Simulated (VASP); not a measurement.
Set up this calculation in VASP 6.6.1, as the native input.

```yaml
Task: single point
Functional: PBE
Dispersion: D3(BJ)
Potentials_or_basis: VASP PAW PBE potentials, release 64 (C, O)
Cutoff: 520 eV
k_mesh: 1 × 1 × 1
Occupations: fermi-dirac, width 0.05 eV
Spin: no spin polarisation
Dipole_correction: no
Further_INCAR_settings: LREAL = Auto; ALGO = Normal; EDIFF = 1e-06; NBANDS = 101
```

The structure of CO2 lies in POSCAR:

```
CO2
1.0
    8.7065880000      0.0000000000      0.0000000000
    0.0000000000      8.7065880000      0.0000000000
    0.0000000000      0.0000000000      8.7065880000
C O
10 20
Direct
    0.8989514607      0.5962381590      0.2405190185
    0.3052745806      0.7636631020      0.2861396451
    0.8028747886      0.5794118201      0.8696173518
    0.5083621736      0.2070615952      0.2373145485
    0.8973205118      0.1283855398      0.2132063674
    0.2023065752      0.8505857863      0.7369132432
    0.3250986494      0.2879658484      0.6644049311
    0.9192349517      0.1372983309      0.7285977010
    0.6686775577      0.8078939764      0.5159196691
    0.5761499223      0.8360910152      0.9568960883
    0.9379793784      0.7150677165      0.2883448717
    0.8500689363      0.4801766203      0.1983210874
    0.3183221717      0.6321420056      0.3231346194
    0.2915378562      0.8964820662      0.2550941884
    0.9166621873      0.6503236400      0.8426837241
    0.6945085721      0.5028950491      0.8893265651
    0.5566474490      0.2558407496      0.3541685905
    0.4504634881      0.1582479842      0.1300050031
    0.9583432683      0.1375165564      0.3352863372
    0.8327602041      0.1090323787      0.0967887765
    0.2202584985      0.7595168165      0.6392745356
    0.1847911030      0.9324088839      0.8435336552
    0.2932836606      0.1636232242      0.6220232311
    0.3598998827      0.4077027648      0.7138732188
    0.9831750394      0.2525788518      0.7470779598
    0.8509648096      0.0198355544      0.7108525177
    0.6008668378      0.9098282818      0.4549083981
    0.7323764487      0.6968171688      0.5586689068
    0.6244237123      0.7856694264      1.0783098959
    0.5328264069      0.8821136362      0.8403751274
```

The cell was built by a generator and needn't be a form met in nature.

One way to write it, as run:

INCAR

```
  ALGO = Normal
  EDIFF = 1E-6
  ENCUT = 520
  GGA = PE
  ISIF = 2
  ISMEAR = -1
  IVDW = 12
  LASPH = T
  LCHARG = F
  LREAL = Auto
  LWAVE = F
  NBANDS = 101
  NELM = 80
  PREC = Accurate
  SIGMA = 0.05
```

KPOINTS

```
k-points
0
Gamma
  1 1 1
```

Potentials or basis: VASP PAW PBE potentials, release 64 (C, O).

Command:

```console
$ cat potpaw_PBE.64/C/POTCAR potpaw_PBE.64/O/POTCAR > POTCAR
$ mpirun -np 1 vasp_gam > vasp.out
```

Results of the run:

The pressure is -0.3 GPa, the largest force is 5.151 eV/Å and the band gap on the k mesh is 6.17 eV, direct. The dispersion energy per atom is -0.045 eV.

Caveat: the standard files for N, O and F lose accuracy on very short bonds.

Run time: 86 s on 1 thread of Intel(R) Xeon(R) 6975P-C (Granite Rapids) (shared host), peak memory 0.64 GiB.
